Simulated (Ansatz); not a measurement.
SrF$_{2}$:
```xyz
3
Lattice="0.0000 2.8952 2.8952 2.8952 0.0000 2.8952 2.8952 2.8952 0.0000" Properties=species:S:1:pos:R:3 pbc="T T T"
Sr     0.0000     0.0000     0.0000
F      1.4476     1.4476     1.4476
F      4.3428     4.3428     4.3428
```

x, y and z are the axes in which the lattice vectors are written.

### Question
Give the high-frequency dielectric tensor and the Born effective charge tensors of the independent atoms from DFPT, r²SCAN in the plane-wave PAW code Ansatz.

### Answer

ε∞:
```
2.16  0.00  0.00
0.00  2.16  0.00
0.00  0.00  2.16
```
Z* of atom 1 (Sr), rows: field, columns: displacement, in e:
```
2.39  0.00  0.00
0.00  2.39  0.00
0.00  0.00  2.39
```
Z* of atom 2 (F), rows: field, columns: displacement, in e:
```
-1.20   0.00   0.00
 0.00  -1.20   0.00
 0.00   0.00  -1.20
```

Static charges for comparison (Bader): Sr1 +1.72, F2 -0.86 e. Born charges measure polarisation by displacement and can exceed these by far.

Space group Fm-3m (fluorite). Symmetry was held in the r²SCAN relaxation; phonons on a q-mesh show no instability. Scalar-relativistic: spin–orbit coupling is off unless named, which matters more the heavier the elements.

Potentials: the later of the program's two PAW sets.
